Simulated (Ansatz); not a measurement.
# Ta2N (P-3m1) in Ansatz: a series of runs

The runs below take Ta2N through relaxation of cell and atoms, with PBEsol.

All numbers are computed with Ansatz 0.2.0; they aren't measurements. Logs are shortened: lines on timing, memory, paths and dates and some standing lists are left out, and cuts for length are marked.

## 1. The structure

It takes space group P-3m1 (No. 164, trigonal). The conventional cell has a = 3.113 Å, b = 3.113 Å, c = 4.870 Å, α = 90.00°, β = 90.00°, γ = 120.00°. Ta (site symmetry 3m) has 3 N at 2.18 Å as nearest neighbours. N (site symmetry -3m) is surrounded by 6 Ta at 2.18 Å.

The cell comes from a database or a generator and needn't be the stable form of this composition.

## 2. Relaxation of cell and atoms, PBEsol

input.yaml

```yaml
crystal:
  lattice:
    - [3.112861506, 0.0, 0.0]
    - [-1.556430753, 2.6958171426, 0.0]
    - [0.0, 0.0, 4.869841]
  atoms:
    - { symbol: Ta, position: [0.3333333333, 0.6666666667, 0.254711] }
    - { symbol: Ta, position: [0.6666666667, 0.3333333333, 0.745289] }
    - { symbol: "N", position: [0.0, 0.0, 0.0] }
hamiltonian:
  xc: pbesol
  pseudopotentials: { kind: paw }
kpoints:
  mp_grid: { grid: [10, 10, 6] }
scf:
  occupations: { method: fermi_dirac, width: 0.05 }
output:
  forces: true
  stress: true
  eigenvalues: true
relax:
  f_tol: 0.01
  max_steps: 40
  cell: { stress_tol: 0.05 }
```

Potentials or basis: Ansatz PAW.

Command:

```bash
ansatz run input.yaml --threads 2 --pin off --max-ram 5632MiB --backend cpu --events-out ev --progress --plain --runs-dir out
```

Log:

```text
Warning: RAYON_NUM_THREADS=2 ignored (pool sized by the plan → 2); use --threads N
Engine: ansatz 0.2.0, x86_64-unknown-linux-gnu
Pseudopotentials: kind: paw
Pseudopotential: Ta, paw, valence charge 13, recommended cutoff 420 eV (normal), Ta.paw.azcp
Pseudopotential: N, paw, valence charge 5, recommended cutoff 420 eV (normal), N.paw.azcp
Functional definition: PBEsol
  exchange = pbesol_x
  correlation = pbesol_c
Crystal: 3 atoms, lattice volume = 40.866 Å³
Basis set: ecut = 420 eV, 797 PW (Γ), exchange–correlation on 48×48×72 points (8 copies of the dense FFT grid, shifted against one another)
Bands: 20, of which v1, the nominal top of the filled ones, is band 16 counted from 1 (15 counted from 0)
Symmetry: 12 space group operations
Space group: P-3m1 (ITA 164), of the structure as read, at distance tolerance 3.4e-5 Å
k-points: 72 of 600
Non-local potential: Ta, projectors of the file, l = 0: 3, l = 1: 2, l = 2: 2, l = 3: 1
Non-local potential: N, projectors of the file, l = 0: 2, l = 1: 2, l = 2: 1
PAW form: soft (Blöchl's): semilocal exchange-correlation on the pseudo side does not see the compensation charge
PAW frozen core: Ta, regenerated for the run's functional, and the local potential with it (the file was generated under x = pbe(κ = 0.804, μ = 0.2195149727645171), c = pbe(β = 0.06672455060314922))
PAW frozen core: N, regenerated for the run's functional, and the local potential with it (the file was generated under x = pbe(κ = 0.804, μ = 0.2195149727645171), c = pbe(β = 0.06672455060314922))
PAW one-centre angular grid: Ta, 590 points (default); XC on 64 Gauss nodes
PAW one-centre angular grid: N, 110 points (default); XC on 64 Gauss nodes
Initial density: superposition of atomic densities (neutral atoms: chi_scale 0, normalization atom), corrected by the library's trained network
Initial wavefunctions: pseudopotential atomic-orbital guess
Functional: x = pbesol(κ = 0.804, μ = 0.12345679012345678), c = pbesol(β = 0.046)
SCF iter   1: F=—  HF=-19994.260009 eV  |F-HF|=—  |Δ(HF+E_count)|=         —  Δρ=1.04e-2  dr2=3.71e-2  ethr=1.77e-3  ⟨swp⟩=5.9  Hψ=6548  notcnv=0
preconditioner: auto → Kerker (q_TF=auto, 2.605 Å⁻¹)  [metal: Δε(μ)=0.005 eV  Ē_g=8.288 eV  σ=0.050 eV  W_gap=0.03  n_scr=10 (ndim 8)  ℏωp=22.5 eV  f_vac=0.000  D(μ)=1.77/eV (n_scr^D=22)]
SCF iter   2: F=—  HF=-19994.252047 eV  |F-HF|=—  |Δ(HF+E_count)|=   7.96e-3  Δρ=3.47e-3  dr2=5.38e-3  ethr=1.20e-4  ⟨swp⟩=2.1  Hψ=2594  notcnv=0
SCF iter   3: F=—  HF=-19994.251426 eV  |F-HF|=—  |Δ(HF+E_count)|=   6.21e-4  Δρ=2.08e-3  dr2=2.28e-3  ethr=1.74e-5  ⟨swp⟩=1.0  Hψ=1437  notcnv=0
SCF iter   4: F=—  HF=-19994.250907 eV  |F-HF|=—  |Δ(HF+E_count)|=   5.18e-4  Δρ=2.34e-4  dr2=3.33e-5  ethr=7.35e-6  ⟨swp⟩=2.0  Hψ=1740  notcnv=0
SCF iter   5: F=—  HF=-19994.250903 eV  |F-HF|=—  |Δ(HF+E_count)|=   4.28e-6  Δρ=6.50e-5  dr2=1.38e-6  ethr=1.08e-7  ⟨swp⟩=2.0  Hψ=1983  notcnv=0
SCF iter   6: F=-19994.250903 eV  HF=-19994.250903 eV  |F-HF|=2.08e-8  |Δ(HF+E_count)|=   2.94e-7  Δρ=9.27e-6  dr2=4.04e-8  ethr=3.23e-10  ⟨swp⟩=3.9  Hψ=6614  notcnv=0
SCF 1 converged in 6 iterations: F = -19994.250903 eV  dr2 = 4.04e-8
relax step   1: F+E_penalty+E_count = -19994.25090259 eV  Δ(F+E_penalty+E_count) = +0.000e0 eV  max|allowed force component| = 2.973e-1 eV/Å  Δτ_max = 0.0000 Å  P = -9.120 GPa  Ω = 40.866 Å³  (6 SCF iters, dr2 threshold 1.00e-7 eV, accepted)
Crystal: 3 atoms, lattice volume = 36.930 Å³
Basis set: ecut = 420 eV, 711 PW (Γ), exchange–correlation on 48×48×72 points (8 copies of the dense FFT grid, shifted against one another)
Initial density: handed on by an earlier stage of this run
Initial wavefunctions: those handed on with the density
iter 1 solved again at ethr=6.08e-4 eV; its pass at ethr=3.10e-3 eV (dr2=1.88e-1 eV) is discarded
SCF iter   1: F=—  HF=-19994.065820 eV  |F-HF|=—  |Δ(HF+E_count)|=         —  Δρ=1.28e-2  dr2=1.91e-1  ethr=6.08e-4  ⟨swp⟩=1.0  Hψ=9739  notcnv=0
[... 61 lines left out ...]
SCF 7 converged in 5 iterations: F = -19994.289737 eV  dr2 = 9.82e-12
relax step   7: F+E_penalty+E_count = -19994.28973726 eV  Δ(F+E_penalty+E_count) = +1.983e-3 eV  max|allowed force component| = 6.630e-3 eV/Å  Δτ_max = 0.0000 Å  P = -0.075 GPa  Ω = 39.599 Å³  stress off target by 1.23e-1 GPa  SCF on the basis re-selected at this cell (its energy is not comparable with the rows above)  (5 SCF iters)
basis re-selected at this cell: Δ(F+E_penalty+E_count) = +1.983e-3 eV, ΔP = -0.082 GPa vs the last step (what re-selecting the basis moved, of the pressure what is left beyond the Pulay correction that the steps carried, after the strain that the cell walked since its last selection, with what the two solves' SCF thresholds leave and, on support functions, any second-order correction that the steps lacked; it is no measure of the basis error at this ecutwfc). This SCF's stress stands 1.23e-1 GPa from its target on what of the cell is left free (relax.cell.stress_tol is 5.00e-2 GPa) and its largest allowed force component is 6.63e-3 eV/Å (relax.f_tol is 1.00e-2 eV/Å): not within both, so this SCF does not close the relaxation
Crystal: 3 atoms, lattice volume = 39.594 Å³
iter 1 solved again at ethr=7.04e-8 eV; its pass at ethr=3.10e-3 eV (dr2=2.18e-5 eV) is discarded
SCF iter   1: F=—  HF=-19994.289764 eV  |F-HF|=—  |Δ(HF+E_count)|=         —  Δρ=1.53e-4  dr2=2.35e-5  ethr=7.04e-8  ⟨swp⟩=2.0  Hψ=8481  notcnv=0
preconditioner: auto → Kerker (q_TF=auto, 2.619 Å⁻¹)  [metal: Δε(μ)=0.017 eV  Ē_g=8.554 eV  σ=0.050 eV  W_gap=0.09  n_scr=10 (ndim 8)  ℏωp=22.9 eV  f_vac=0.000  D(μ)=1.69/eV (n_scr^D=22)]
SCF iter   2: F=—  HF=-19994.289761 eV  |F-HF|=—  |Δ(HF+E_count)|=   2.82e-6  Δρ=9.12e-5  dr2=8.82e-6  ethr=7.04e-8  ⟨swp⟩=1.0  Hψ=1440  notcnv=0
SCF iter   3: F=—  HF=-19994.289758 eV  |F-HF|=—  |Δ(HF+E_count)|=   2.66e-6  Δρ=3.76e-5  dr2=1.19e-6  ethr=2.85e-8  ⟨swp⟩=2.0  Hψ=1913  notcnv=0
SCF iter   4: F=—  HF=-19994.289758 eV  |F-HF|=—  |Δ(HF+E_count)|=   2.60e-7  Δρ=1.02e-5  dr2=6.75e-8  ethr=3.83e-9  ⟨swp⟩=2.0  Hψ=1968  notcnv=0
SCF iter   5: F=-19994.289758 eV  HF=-19994.289758 eV  |F-HF|=6.78e-9  |Δ(HF+E_count)|=   1.47e-8  Δρ=3.05e-6  dr2=8.12e-9  ethr=1.22e-10  ⟨swp⟩=4.7  Hψ=4764  notcnv=0
SCF 8 converged in 5 iterations: F = -19994.289758 eV  dr2 = 8.12e-9
relax step   8: F+E_penalty+E_count = -19994.28975801 eV  Δ(F+E_penalty+E_count) = -2.075e-5 eV  max|allowed force component| = 1.054e-4 eV/Å  Δτ_max = 0.0006 Å  P = +0.001 GPa  Ω = 39.594 Å³  energy of the carried Pulay correction = +1.047e-5 eV  (5 SCF iters, dr2 threshold 3.78e-8 eV, accepted)
iter 1 solved again at ethr=5.37e-8 eV; its pass at ethr=3.10e-3 eV (dr2=1.66e-5 eV) is discarded
SCF iter   1: F=—  HF=-19994.289751 eV  |F-HF|=—  |Δ(HF+E_count)|=         —  Δρ=1.22e-4  dr2=1.30e-7  ethr=5.37e-8  ⟨swp⟩=3.8  Hψ=10601  notcnv=0
preconditioner: auto → Kerker (q_TF=auto, 2.619 Å⁻¹)  [metal: Δε(μ)=0.017 eV  Ē_g=8.554 eV  σ=0.050 eV  W_gap=0.08  n_scr=10 (ndim 8)  ℏωp=22.9 eV  f_vac=0.000  D(μ)=1.69/eV (n_scr^D=22)]
SCF iter   2: F=—  HF=-19994.289752 eV  |F-HF|=—  |Δ(HF+E_count)|=   1.51e-6  Δρ=6.21e-5  dr2=3.43e-8  ethr=4.21e-10  ⟨swp⟩=1.6  Hψ=1698  notcnv=0
SCF iter   3: F=—  HF=-19994.289753 eV  |F-HF|=—  |Δ(HF+E_count)|=   4.97e-7  Δρ=9.41e-7  dr2=5.79e-10  ethr=1.11e-10  ⟨swp⟩=1.0  Hψ=1440  notcnv=0
SCF iter   4: F=—  HF=-19994.289753 eV  |F-HF|=—  |Δ(HF+E_count)|=  1.16e-10  Δρ=4.13e-7  dr2=1.02e-10  ethr=1.87e-12  ⟨swp⟩=2.0  Hψ=1907  notcnv=0
SCF iter   5: F=-19994.289753 eV  HF=-19994.289753 eV  |F-HF|=0.00e0  |Δ(HF+E_count)|=  2.18e-11  Δρ=7.58e-8  dr2=1.12e-12  ethr=1.00e-12  ⟨swp⟩=6.4  Hψ=6738  notcnv=0
SCF 9 converged in 5 iterations: F = -19994.289753 eV  dr2 = 1.12e-12
relax step   9: F+E_penalty+E_count = -19994.28975283 eV  Δ(F+E_penalty+E_count) = +5.177e-6 eV  max|allowed force component| = 2.809e-4 eV/Å  Δτ_max = 0.0000 Å  P = +0.000 GPa  Ω = 39.594 Å³  stress off target by 9.74e-3 GPa  SCF on the basis re-selected at this cell (its energy is not comparable with the rows above)  (5 SCF iters)
basis re-selected at this cell: Δ(F+E_penalty+E_count) = +5.177e-6 eV, ΔP = -0.000 GPa vs the last step (what re-selecting the basis moved, of the pressure what is left beyond the Pulay correction that the steps carried, after the strain that the cell walked since its last selection, with what the two solves' SCF thresholds leave and, on support functions, any second-order correction that the steps lacked; it is no measure of the basis error at this ecutwfc). This SCF's stress stands 9.74e-3 GPa from its target on what of the cell is left free (relax.cell.stress_tol is 5.00e-2 GPa) and its largest allowed force component is 2.81e-4 eV/Å (relax.f_tol is 1.00e-2 eV/Å): within both
SCF converged after 5 iterations
Free energy (F): -19994.289753 eV
Harris-Foulkes:  -19994.289753 eV  (|F-HF|=0.00e0)
Internal energy: -19994.276617 eV  (E = F + TS)
E sigma→0 (E₀):  -19994.283185 eV
Entropy (-TS):   -0.013136 eV (-4.379 meV/atom)
Fermi energy:    20.093456 eV
--- Per-component energies (eV) ---
  E_band       = -164.387999
  E_kinetic    = 866.651404
  E_local      = -1219.291195  (includes V_loc(G=0)·N_el)
  E_nonlocal   = 79.598717
  E_hartree    = 422.530447
  E_xc         = -495.362566
  E_vxc        = -486.074828  (∫ρ·V_xc dr)
  E_paw        = -16668.034639  (= ΣΔE_a)
  E_vpaw       = -250.333453  (= ΣTr[D̂ρ^β])
  E_aug_tail   = 0.000436  (compensation charges beyond the density's cutoff)
  E_ewald      = -2980.824613
  E_core_change = 0.455392  (= ΣΔE_core)
  E_smearing   = -0.013136  (= −TS)
  E_closure    = -0.000000  (closes the sum)
  Σ components = -19994.289753   (vs F -19994.289753, Δ=0.00e0)
--- Forces (eV/Å), atoms counted from 1 ---
  atom   1  Ta     0.00000000     0.00000000    -0.00028094
  atom   2  Ta    -0.00000000    -0.00000000     0.00028094
  atom   3  N      0.00000000     0.00000000     0.00000000
  max |Σ_I F_I| component: 3.70e-17 eV/Å
--- Stress (GPa, compression-positive) ---
        0.005120       0.000000      -0.000000
        0.000000       0.005120      -0.000000
        0.000000      -0.000000      -0.009745
  P = ⅓ Tr σ = 0.0002 GPa (0.002 kbar)
--- Band table (eV; the first three rows and the last of 72) ---
  k-point 0: bands = ["-48.3715", "-48.2831", "-15.5043", "-14.6817", "-14.6817", "-14.5460", "-14.5460", "-14.4286", "2.5705", "11.4699", "13.8707", "13.8707", "15.1791", "19.3714", "19.8376", "19.8376", "20.3907", "20.3907", "20.4249", "21.3345"]
  k-point 1: bands = ["-48.3657", "-48.2890", "-15.4382", "-14.6729", "-14.6729", "-14.5550", "-14.5550", "-14.5059", "2.6315", "11.3069", "13.8228", "13.8228", "15.5129", "18.8851", "19.5306", "19.5306", "20.6764", "20.6764", "20.9477", "21.8265"]
  k-point 2: bands = ["-48.3496", "-48.3053", "-15.2553", "-14.7112", "-14.6490", "-14.6490", "-14.5791", "-14.5791", "2.7565", "11.0112", "13.7324", "13.7324", "16.3276", "18.1553", "19.0988", "19.0988", "21.5816", "21.5816", "21.6174", "22.5438"]
  k-point 71: bands = ["-48.2809", "-48.2805", "-15.3035", "-15.2807", "-15.0994", "-15.0463", "-14.6125", "-14.6125", "3.5210", "12.1397", "12.4388", "13.5580", "17.6235", "18.0696", "18.1849", "20.2771", "20.4688", "21.7990", "23.9360", "24.5748"]
--- Relaxed structure (7 steps of the walk, 6 accepted, 2 SCFs on fresh bases) ---
  F+E_penalty+E_count = -19994.28975283 eV   max|allowed force component| = 2.809e-4 eV/Å   (the final SCF, on the basis selected at the relaxed cell)
  cell:  # Å, volume = 39.5938 Å³
    - [3.077121719237176, 0.0, 0.0]
    - [-1.538560859618588, 2.664865579396242, -2.853884066863053e-32]
    - [0.0, -5.155379947061682e-32, 4.828449058572505]
  atoms:
    - { symbol: Ta, position: [0.33333333333333337, 0.6666666666666667, 0.25377769226181984] }
    - { symbol: Ta, position: [0.6666666666666666, 0.33333333333333337, 0.7462223077381802] }
    - { symbol: N, position: [-1.933275783400183e-34, 5.556554591978642e-35, -6.588873714519077e-83] }
```

Run time: 33 s. Hardware: 2 threads of Intel Xeon at 2.50GHz (Skylake/Cascade Lake), shared host; peak memory 0.4 GiB.

What came out:

```yaml
Free_energy: -19994.2898 eV
Relaxed_volume: 13.20 Å³/atom
Relaxed_cell: a = 3.077 Å, b = 3.077 Å, c = 4.828 Å, α = 90.00°, β = 90.00°, γ = 120.00°
Space_group_after_relaxing_to_0.05_Å: P-3m1 (No. 164)
Energy_gained_by_relaxing: 13.0 meV/atom
Ionic_steps: 8
Pressure_after_relaxing: 0.0 GPa
Band_gap_on_the_k_mesh: none (metal or under the smearing width)
```

The path:
| step | energy change (eV) | largest force (eV/Å) | volume (Å³) |
| --- | --- | --- | --- |
| 1 | 0.0000 | 0.2973 | 40.87 |
| 2 | -0.0377 | 0.1700 | 39.83 |
| 3 | -0.0404 | 0.0685 | 39.57 |
| 4 | -0.0407 | 0.0317 | 39.58 |
| 5 | -0.0408 | 0.0065 | 39.60 |
| 6 | -0.0388 | 0.0066 | 39.60 |
| 7 | -0.0389 | 0.0001 | 39.59 |
| 8 | -0.0389 | 0.0003 | 39.59 |

Final structure:
```
CELL_PARAMETERS angstrom
3.07712 0.00000 0.00000
-1.53856 2.66487 0.00000
0.00000 0.00000 4.82845
ATOMIC_POSITIONS crystal
Ta 0.33333 0.66667 0.25378
Ta 0.66667 0.33333 0.74622
N 0.00000 0.00000 0.00000
```

Caveat: the plane-wave basis is chosen anew once the cell has moved, so the energies of steps on either side of that aren't comparable; the PAW data sets come from PBE, with cores solved anew for the run's functional, which leaves a small shift of forces and pressure. The run has no spin-orbit coupling, so splittings on Ta are missing.

## 3. Relaxation of cell and atoms, PBEsol, target pressure 2 GPa, at which the enthalpy is minimised

input.yaml: that of step 2 with these lines changed.

```diff
@@ -23,2 +23,2 @@
   max_steps: 40
-  cell: { stress_tol: 0.05 }
+  cell: { stress_tol: 0.05, p_target: 2.0 }
```

Potentials or basis: Ansatz PAW.

Command:

```bash
ansatz run input.yaml --threads 2 --pin off --max-ram 5632MiB --backend cpu --events-out ev --progress --plain --runs-dir out
```

Log:

```text
Warning: RAYON_NUM_THREADS=2 ignored (pool sized by the plan → 2); use --threads N
[... 7 set-up lines as earlier in the session ...]
Crystal: 3 atoms, lattice volume = 40.866 Å³
Basis set: ecut = 420 eV, 797 PW (Γ), exchange–correlation on 48×48×72 points (8 copies of the dense FFT grid, shifted against one another)
[... 144 lines left out ...]
        0.000000       2.001364       0.000000
        0.000000       0.000000       1.991460
  P = ⅓ Tr σ = 1.9981 GPa (19.981 kbar)
--- Band table (eV; the first three rows and the last of 72) ---
  k-point 0: bands = ["-48.2002", "-48.1094", "-15.3529", "-14.5056", "-14.5056", "-14.3679", "-14.3679", "-14.2548", "2.6972", "11.5888", "14.0236", "14.0236", "15.3287", "19.5002", "19.9929", "19.9929", "20.5620", "20.5641", "20.5641", "21.4796"]
  k-point 1: bands = ["-48.1942", "-48.1155", "-15.2853", "-14.4967", "-14.4967", "-14.3770", "-14.3770", "-14.3340", "2.7600", "11.4255", "13.9747", "13.9747", "15.6589", "19.0096", "19.6879", "19.6879", "20.8429", "20.8429", "21.0927", "21.9810"]
  k-point 2: bands = ["-48.1777", "-48.1321", "-15.0981", "-14.5444", "-14.4727", "-14.4727", "-14.4011", "-14.4011", "2.8885", "11.1282", "13.8826", "13.8826", "16.4633", "18.2804", "19.2540", "19.2540", "21.7554", "21.7554", "21.7743", "22.7060"]
  k-point 71: bands = ["-48.1065", "-48.1058", "-15.1448", "-15.1220", "-14.9340", "-14.8852", "-14.4414", "-14.4405", "3.6595", "12.2632", "12.5634", "13.6859", "17.7382", "18.2202", "18.3292", "20.4512", "20.6513", "21.9940", "24.1154", "24.7660"]
--- Relaxed structure (7 steps of the walk, 6 accepted, 2 SCFs on fresh bases) ---
  F+E_penalty+E_count = -19994.28805562 eV   max|allowed force component| = 1.751e-4 eV/Å   (the final SCF, on the basis selected at the relaxed cell)
  cell:  # Å, volume = 39.3161 Å³
    - [3.0679439887986244, -2.320691174985025e-34, 0.0]
    - [-1.5339719943993122, 2.65691743168737, 1.6078220095003122e-32]
    - [0.0, 2.904439406795315e-32, 4.823312184388679]
  atoms:
    - { symbol: Ta, position: [0.33333333333333337, 0.6666666666666667, 0.2543941689885029] }
    - { symbol: Ta, position: [0.6666666666666666, 0.33333333333333337, 0.7456058310114971] }
    - { symbol: N, position: [5.513094910542821e-35, 8.434056077110451e-36, -4.118046071574423e-84] }
```

It took 31 s on 2 threads of Intel Xeon at 2.50GHz (Skylake/Cascade Lake), shared host; peak memory 0.4 GiB.

Results:

| Quantity | Value |
| --- | --- |
| Free energy | -19994.2881 eV |
| Relaxed volume | 13.11 Å³/atom |
| Relaxed cell | a = 3.068 Å, b = 3.068 Å, c = 4.823 Å, α = 90.00°, β = 90.00°, γ = 120.00° |
| Space group after relaxing (to 0.05 Å) | P-3m1 (No. 164) |
| Energy change on relaxing (the enthalpy is what falls) | -12.4 meV/atom |
| Ionic steps | 8 |
| Pressure after relaxing | 2.0 GPa |
| Band gap on the k mesh | none (metal or under the smearing width) |

The path:
| step | energy change (eV) | largest force (eV/Å) | volume (Å³) |
| --- | --- | --- | --- |
| 1 | 0.0000 | 0.2973 | 40.87 |
| 2 | -0.0389 | 0.1840 | 39.68 |
| 3 | -0.0388 | 0.0735 | 39.29 |
| 4 | -0.0393 | 0.0358 | 39.31 |
| 5 | -0.0396 | 0.0047 | 39.33 |
| 6 | -0.0373 | 0.0048 | 39.33 |
| 7 | -0.0372 | 0.0004 | 39.32 |
| 8 | -0.0372 | 0.0002 | 39.32 |

Final structure:
```cif
data_structure
_symmetry_space_group_name_H-M 'P 1'
_symmetry_Int_Tables_number 1
_cell_length_a 3.0679
_cell_length_b 3.0679
_cell_length_c 4.8233
_cell_angle_alpha 90.000
_cell_angle_beta 90.000
_cell_angle_gamma 120.000
_cell_volume 39.32
loop_
_atom_site_label
_atom_site_type_symbol
_atom_site_fract_x
_atom_site_fract_y
_atom_site_fract_z
_atom_site_occupancy
Ta1 Ta 0.33333 0.66667 0.25439 1
Ta2 Ta 0.66667 0.33333 0.74561 1
N1 N 0.00000 0.00000 0.00000 1
```

Caveat: the plane-wave basis is chosen anew once the cell has moved, so the energies of steps on either side of that aren't comparable; the PAW data sets come from PBE, with cores solved anew for the run's functional, which leaves a small shift of forces and pressure. Spin-orbit coupling is left out, which matters for the levels of Ta.

(Part 1 of 2 ends here.)
